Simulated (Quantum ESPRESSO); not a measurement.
**PbO under changes of volume**

One of the cells (19.077 Å³/atom); the others are scaled copies at fixed shape and fractional positions:

```
Pb O
1.0
     5.87600    0.00000    0.00000
     0.00000    5.47600    0.00000
     0.00000    0.00000    4.74300
Pb O
4 4
Cartesian
  4.5186 2.8147 1.1858
  1.3574 2.6613 3.5573
  4.5186 5.3993 3.5573
  1.3574 0.0767 1.1858
  0.7756 3.1870 1.1858
  5.1004 2.2890 3.5573
  0.7756 5.0270 3.5573
  5.1004 0.4490 1.1858
```

| Item | Value |
| --- | --- |
| Program | Quantum ESPRESSO 7.5 |
| Functional | PBE |
| Potentials or basis | SSSP 1.3 efficiency PBE |
| Cutoff | 748 eV |
| Density cutoff | 5987 eV |
| k mesh | 5 × 5 × 6 |
| Occupations | fermi-dirac, width 0.05 eV |
| Spin | no spin polarisation |

```tsv
volume (Å³/atom)	energy over the lowest point (meV/atom)	pressure (GPa)	gap on the mesh (eV)	largest force (eV/Å)
17.932	48.27	9.2	2.00	1.559
18.314	28.77	6.8	1.99	1.290
18.695	?	?	?	?
19.077	5.59	2.7	1.96	0.964
19.458	0.83	0.9	1.93	0.926
19.840	0.00	-0.6	1.91	0.966
20.222	2.71	-2.0	1.88	1.060
```

What does the run at 18.695 Å³/atom give?

Energy over the lowest point 14.74 meV/atom; pressure 4.6 GPa; gap on the mesh 1.97 eV; largest force 1.088 eV/Å.

Worked out: A Birch-Murnaghan fit of order 3 (a polynomial in V^(-2/3)) to the other rows has its minimum at 19.73 Å³/atom with B0 = V·E''(V) = 79 GPa and B' = 4.5 at fixed shape and positions, which overstates the stiffness. It gives 14.75 meV/atom at 18.695 Å³/atom, against the run's 14.74, and -dE/dV = 4.8 GPa, against 4.6. A parabola through the other rows of the gap, of slope -0.815 eV per unit of ln V there, gives 1.98 eV, against the run's 1.97.

Energies are extrapolated to zero smearing.

Caveats: spin-orbit coupling is left out, which as a rule narrows the gap of such compounds by several tenths of an eV; an odd mesh through Γ misses points on the zone boundary, where band edges often lie; the cell's inner coordinates are idealised or old, which leaves forces on the atoms.
